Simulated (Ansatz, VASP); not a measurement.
**Two plane-wave programs on MgO**

The input INCAR:

```
SYSTEM = MgO
AGGAC = 1.0 ; AGGAX = 1.0
ALDAC = 0.0 ; ALDAX = 1.0
ALGO = Normal ; EDIFF = 1E-7
ENCUT = 520 ; GGA = B5
ISIF = 2 ; ISMEAR = 1
IVDW = 12 ; LASPH = .True.
LCHARG = .False. ; LREAL = .False.
LWAVE = .False. ; NBANDS = 11
NELM = 100 ; PREC = Accurate
SIGMA = 0.01 ; VDW_A1 = 0.4298
VDW_A2 = 4.2359 ; VDW_S6 = 1.0
VDW_S8 = 2.6996
```

Contents of KPOINTS:

```
k-points
0
Gamma
  11 11 11
  0 0 0
```

Contents of POSCAR:

```
MgO
1.0
    2.9656078100      0.0000000000      0.0000000000
    1.4828039050      2.5682917011      0.0000000000
    1.4828039050      0.8560972337      2.4214086372
Mg O
1 1
Direct
    0.0000000000      0.0000000000      0.0000000000
    0.5000000000      0.5000000000      0.5000000000
```

input.yaml

```yaml
crystal:
  lattice:
    - [2.96560781, 0.0, 0.0]
    - [1.482803905, 2.5682917011, 0.0]
    - [1.482803905, 0.8560972337, 2.4214086372]
  atoms:
    - { symbol: Mg, position: [0.0, 0.0, 0.0] }
    - { symbol: O, position: [0.5, 0.5, 0.5] }
hamiltonian:
  xc: blyp
  pseudopotentials: { kind: nc, accuracy: standard, xc_functional: lda }
  dispersion: d3bj
kpoints:
  mp_grid: { grid: [11, 11, 11] }
  band_path:
    path:
      - [[0.0, 0.0, 0.0], [0.5, 0.0, 0.5], [0.5, 0.25, 0.75], [0.375, 0.375, 0.75], [0.0, 0.0, 0.0], [0.5, 0.5, 0.5], [0.625, 0.25, 0.625], [0.5, 0.25, 0.75], [0.5, 0.5, 0.5], [0.375, 0.375, 0.75]]
      - [[0.625, 0.25, 0.625], [0.5, 0.0, 0.5]]
    npoints: 14
scf:
  occupations: { method: methfessel_paxton, width: 0.01 }
  n_extra_bands: 6
output:
  forces: true
  stress: true
  eigenvalues: true
  fatbands: false
  write_density: true
  write_potential: true
  elf: true
  volumetric_format: npy
```

The cell is a database's computed one.

Alike in both runs: functional BLYP; dispersion D3(BJ); k mesh 11 × 11 × 11; occupations methfessel-paxton of order 1, width 0.01 eV; no spin polarisation.

```csv
,VASP,Ansatz
version,VASP 6.6.1,Ansatz 0.2.0
potentials or method,"VASP PAW PBE potentials, release 64 (Mg, O)",PseudoDojo standard (LDA files)
plane-wave cutoff (eV),520,1143
valence electrons in the cell,8,16
task,single point,band structure
```

|  | VASP | Ansatz | Ansatz less VASP |
| --- | --- | --- | --- |
| gap on the k mesh at the Fermi level (eV) | 5.14 | 5.33 | +0.187 |
| least direct gap on the mesh (eV) | 5.14 | 5.33 | +0.187 |
| pressure (GPa) | -2.8 | -3.1 | -0.35 |
| dispersion energy (meV/atom) | -645.6 | -645.6 | -0.06 |

The two sets of potentials don't hold the same shells in valence.

Caveats: the PAW data sets were made with another functional, which shifts forces and pressure a little (VASP); the potentials were made for another functional, which shifts forces and pressure (Ansatz). A hybrid or GW would open this gap; BLYP tends to underestimate it.
